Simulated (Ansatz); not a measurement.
**AlN: γ-surface**

The calculation used DFT PBE, scalar-relativistic, plane waves, PAW in Ansatz. Settings: plane waves to 420 eV, k-mesh 8×8×2 (Γ-centred), Gaussian smearing 0.05 eV. No spin polarisation. Energies are free energies at this smearing, counted from the undisturbed cell; pressure is positive in compression.

The starting cell (relaxed at this level; this zinc-blende form isn't the usual structure):

```
Al N
1.0
     2.20159   -2.20159    0.00000
     2.20159    0.00000   -2.20159
     8.80635    8.80635    8.80635
Al N
6 6
Direct
  0.00000 0.00000 0.39580
  0.33333 0.33333 0.22913
  0.66667 0.66667 0.56247
  0.00000 0.00000 0.89580
  0.33333 0.33333 0.72913
  0.66667 0.66667 0.06247
  0.66667 0.66667 0.43747
  0.00000 0.00000 0.27080
  0.33333 0.33333 0.60413
  0.66667 0.66667 0.93747
  0.00000 0.00000 0.77080
  0.33333 0.33333 0.10413
```

Vector c is tilted by p·a + q·b with the atoms' Cartesian places fixed: one unrelaxed fault a cell on a (1 -1 1) plane of area 8.40 Å². Points are written (p, q).

Energy above the undisturbed cell in mJ/m² (a dash: not computed):

```csv
p \ q,0.000,0.167,0.333,0.500,0.667,0.833
0.000,0,533,1796,2516,1796,533
0.167,533,1822,3300,3300,1822,533
0.333,1796,3300,4152,3300,1796,1117
0.500,2516,3300,3300,2516,?,?
0.667,1796,1822,1796,?,?,?
0.833,533,533,1117,?,?,1117
```

Fill in the withheld energies.

(0.500, 0.667): 1852; (0.500, 0.833): 1852; (0.667, 0.500): 1852; (0.667, 0.667): 1934; (0.667, 0.833): 1852; (0.833, 0.500): 1852; (0.833, 0.667): 1852.

Cost: 10 runs of about 3.5 core-minutes in all, on Arm Neoverse V2 (shared hosts).